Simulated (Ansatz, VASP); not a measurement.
**Hf: VASP beside Ansatz**

```
Hf
1.0
     3.23877    0.00000    0.00000
    -1.61938    2.80485    0.00000
     0.00000    0.00000    5.12436
Hf
2
Direct
  0.33333 0.66667 0.25000
  0.66667 0.33333 0.75000
```

Change from the starting cell: volume scaled by 1.04.

Alike in both runs: task single point; functional PBE; k mesh 13 × 13 × 7; occupations fermi-dirac, width 0.05 eV; no spin polarisation.

|  | VASP | Ansatz |
| --- | --- | --- |
| version | VASP 6.6.1 | Ansatz 0.2.0 |
| potentials or method | VASP PAW PBE potentials, release 64 (Hf_pv), cutoff 520 eV | all-electron LAPW, scalar-relativistic |

|  | VASP | Ansatz | Ansatz less VASP |
| --- | --- | --- | --- |
| pressure (GPa) | -3.7 | -3.2 | +0.45 |
| largest component of the traceless stress (GPa) | 0.25 | 0.18 | -0.065 |

Ansatz ran all-electron here, so the differences hold the error of VASP's frozen core and of both bases.

The runs have no spin-orbit coupling, so splittings on Hf are missing.
